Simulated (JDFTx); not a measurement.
The system is CuAu.

```
Au Cu
1.0
     2.81075    0.00000    0.00000
     0.00000    2.81075    0.00000
     0.00000    0.00000    3.68500
Au Cu
1 1
Direct
  0.00000 0.00000 0.00000
  0.50000 0.50000 0.50000
```

```yaml
Program: JDFTx 1.7.0 (patched build)
Task: relaxation of cell and atoms
Functional: PBE
Potentials_or_basis: PseudoDojo-SR-PBE-0.5-stringent with smoothed tails
Cutoff: 1415 eV
Density_cutoff: 11320 eV
k_mesh: 4 × 4 × 4
Occupations: fermi-dirac, width 0.05 eV
Spin: no spin polarisation
```

At the start: pressure 4.6 GPa; volume 14.56 Å³/atom.

Task: Where does the relaxation end?

Result: Over 15 steps the energy falls by 57.2 meV/atom and the volume is 14.66 Å³/atom (+0.7 %); space group P4/mmm (No. 123, to 0.05 Å).

Step by step:
| step | energy change (eV) | largest force (eV/Å) | pressure (GPa) | volume (Å³) |
| --- | --- | --- | --- | --- |
| 1 | 0.0000 | 0.0000 | 4.63 | 29.11 |
| 2 | -0.0072 | 0.0000 | 3.24 | 29.35 |
| 3 | -0.0172 | 0.0000 | 0.14 | 29.93 |
| 4 | -0.0203 | 0.0000 | -0.03 | 29.95 |
| 5 | -0.0270 | 0.0000 | 0.24 | 29.86 |
| 6 | -0.0424 | 0.0000 | -4.95 | 31.01 |
| 7 | -0.0697 | 0.0000 | -3.26 | 30.54 |
| 8 | -0.0926 | 0.0000 | 0.78 | 29.52 |
| 9 | -0.1032 | 0.0000 | -1.13 | 29.70 |
| 10 | -0.1101 | 0.0000 | -0.83 | 29.56 |
| 11 | -0.1137 | 0.0000 | 0.95 | 29.18 |
| 12 | -0.1143 | 0.0000 | -0.40 | 29.39 |
| 13 | -0.1144 | 0.0000 | -0.04 | 29.33 |
| 14 | -0.1144 | 0.0000 | -0.02 | 29.33 |
| 15 | -0.1144 | 0.0000 | 0.01 | 29.32 |

Final structure:
```
Au Cu
1.0
     3.04803    0.00000    0.00000
     0.00000    3.04803    0.00000
     0.00000    0.00000    3.15597
Au Cu
1 1
Direct
  0.00000 0.00000 0.00000
  0.50000 0.50000 0.50000
```

Caveat: the k mesh is coarse (spacing up to 0.56 Å⁻¹), so the values aren't converged.
